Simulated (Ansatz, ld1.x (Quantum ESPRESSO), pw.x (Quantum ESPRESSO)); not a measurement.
## Au: does the PAW potential hold in the solid?

- Element: gold
- Generator: ld1.x (Quantum ESPRESSO) 7.5
- Type: PAW
- Functional: PBE
- Relativity: scalar-relativistic
- Frozen core: [Kr] 4d10 4f14
- Valence charge: 19
- Reference configuration: 5s2 5p6 5d10 6s1 6p0
- Partial waves: 5s (bound): rcut 1.35, rcutus 1.65 bohr; 6s (bound): rcut 1.35, rcutus 1.65 bohr; 5p (bound): rcut 1.95, rcutus 2.30 bohr; 6p (bound, empty): rcut 1.95, rcutus 2.30 bohr; 5d (bound): rcut 1.75, rcutus 2.35 bohr; 5d channel at 2.95 Ry: rcut 1.75, rcutus 2.35 bohr
- Local potential: all-electron potential smoothed inside 1.30 bohr (lloc = -1)
- Core correction: Bessel-smoothed model core inside 1.30 bohr
- Augmentation charge: PSQ, inside the norm-conserving radii

Atomic tests: cutoffs needed: 30 Ry and 45 Ry (the cutoffs (Ry, on a coarse ladder) from which the occupation-weighted sum of valence levels, in a spherical-Bessel basis at the reference potential, stays within 10 and 1 mRy of its value at 400 Ry); ghost test: no extra level below or beside the all-electron valence levels (s, p, d, f tested) (spherical-Bessel basis up to 400 Ry, 20 bohr box); largest excitation error: -180 meV (all-electron minus pseudo) for 5s1 5p6 5d10 6s1 6p0, out of 7 test configurations.

Crystal test: sc Au in pw.x 7.5, no spin, 12³ k-points, Fermi–Dirac smearing 0.01 Ry, cutoffs 55/440 Ry. The reference is all-electron LAPW (Ansatz 0.2.0) with the same functional, mesh and smearing; V0 and B0 come from Birch–Murnaghan fits to the pressures at five volumes. Errors are pseudo minus all-electron; Δ is the rms difference of the E(V) curves that follow from these fits, minima aligned, over ±6 % about the mean V0. Mesh and smearing are coarse, so the numbers serve the comparison and aren't converged zero-temperature values; the lattice is a test structure that the element need not adopt.

```
V (Å³/atom)  P all-electron (GPa)  P pseudo (GPa)
     19.753                  5.83            4.45
     20.273                  2.51            1.16
     20.793                 -0.30           -1.47
     21.313                 -2.67           -3.73
     21.833                 -4.67           -5.63
```

All-electron: a0 = 2.747 Å (V0 = 20.73 Å³/atom), B0 = 104.8 GPa.

Pseudopotential: mean pressure error (GPa): -1.18; a0 (Å): 2.737; a0 error (%): -0.39; B0 error (%): +2.6; Δ (meV/atom): 5.5.

At the middle volume, how do free energy and pressure move when the wave cutoff is lowered (ecutrho held at 440 Ry)?

```csv
cutoff (Ry),shift of F (meV/atom),shift of P (GPa)
25,+319.1,-6.58
33,+57.4,-1.95
44,+5.1,-0.07
```

Input at the middle volume:

```
&control
  calculation='scf', prefix='x', pseudo_dir='./', outdir='./tmp', tstress=.true., disk_io='low'
/
&system
  ibrav=0, nat=1, ntyp=1, ecutwfc=55, ecutrho=440, nbnd=18,
  occupations='smearing', smearing='fd', degauss=0.01
/
&electrons
  conv_thr=1e-09, mixing_beta=0.4, electron_maxstep=70
/
ATOMIC_SPECIES
Au 1.0 Au.UPF
CELL_PARAMETERS angstrom
  2.74982919 0.00000000 0.00000000
  0.00000000 2.74982919 0.00000000
  0.00000000 0.00000000 2.74982919
ATOMIC_POSITIONS crystal
Au 0.0000 0.0000 0.0000
K_POINTS automatic
12 12 12 0 0 0
```

```bash
pw.x < Au.scf.in > Au.scf.out
```

Lines of the output:

```
Message from routine setup:
     using ibrav=0 with symmetry is DISCOURAGED, use correct ibrav instead
     lattice parameter (alat)  =       5.1964  a.u.
     unit-cell volume          =     140.3181 (a.u.)^3
     number of electrons       =        19.00
     number of Kohn-Sham states=           18
     kinetic-energy cutoff     =      55.0000  Ry
     charge density cutoff     =     440.0000  Ry
     scf convergence threshold =      1.0E-09
     Exchange-correlation= SLA  PW   PBX  PBC
     number of k points=    84  Fermi-Dirac smearing, width (Ry)=  0.0100
     iteration #  1     ecut=    55.00 Ry     beta= 0.40
     total energy              =    -962.64974126 Ry
     estimated scf accuracy    <       0.07052936 Ry
     iteration #  2     ecut=    55.00 Ry     beta= 0.40
     total energy              =    -962.66584859 Ry
     estimated scf accuracy    <       0.00304311 Ry
     iteration #  3     ecut=    55.00 Ry     beta= 0.40
     c_bands:  1 eigenvalues not converged
     c_bands:  1 eigenvalues not converged
     total energy              =    -962.66640904 Ry
     estimated scf accuracy    <       0.00093688 Ry
     iteration #  4     ecut=    55.00 Ry     beta= 0.40
     total energy              =    -962.66648268 Ry
     estimated scf accuracy    <       0.00007203 Ry
     iteration #  5     ecut=    55.00 Ry     beta= 0.40
     total energy              =    -962.66651094 Ry
     estimated scf accuracy    <       0.00000117 Ry
     iteration #  6     ecut=    55.00 Ry     beta= 0.40
     total energy              =    -962.66651304 Ry
     estimated scf accuracy    <       0.00000201 Ry
     iteration #  7     ecut=    55.00 Ry     beta= 0.40
     total energy              =    -962.66651345 Ry
     estimated scf accuracy    <          5.5E-09 Ry
     iteration #  8     ecut=    55.00 Ry     beta= 0.40
     total energy              =    -962.66651344 Ry
     estimated scf accuracy    <       0.00000008 Ry
     iteration #  9     ecut=    55.00 Ry     beta= 0.40
     total energy              =    -962.66651346 Ry
     estimated scf accuracy    <          1.9E-09 Ry
     iteration # 10     ecut=    55.00 Ry     beta= 0.40
     total energy              =    -962.66651345 Ry
     estimated scf accuracy    <          7.8E-09 Ry
     iteration # 11     ecut=    55.00 Ry     beta= 0.40
     the Fermi energy is    15.2567 ev
!    total energy              =    -962.66651346 Ry
     estimated scf accuracy    <          2.3E-11 Ry
     smearing contrib. (-TS)   =      -0.00149748 Ry
     convergence has been achieved in  11 iterations
          total   stress  (Ry/bohr**3)                   (kbar)     P=      -14.66
```

The run at the middle volume (84 k-points, 11 iterations) took about 21 s on one core of a shared host (Neoverse-V2, 96 threads, 742 GiB, load 58).
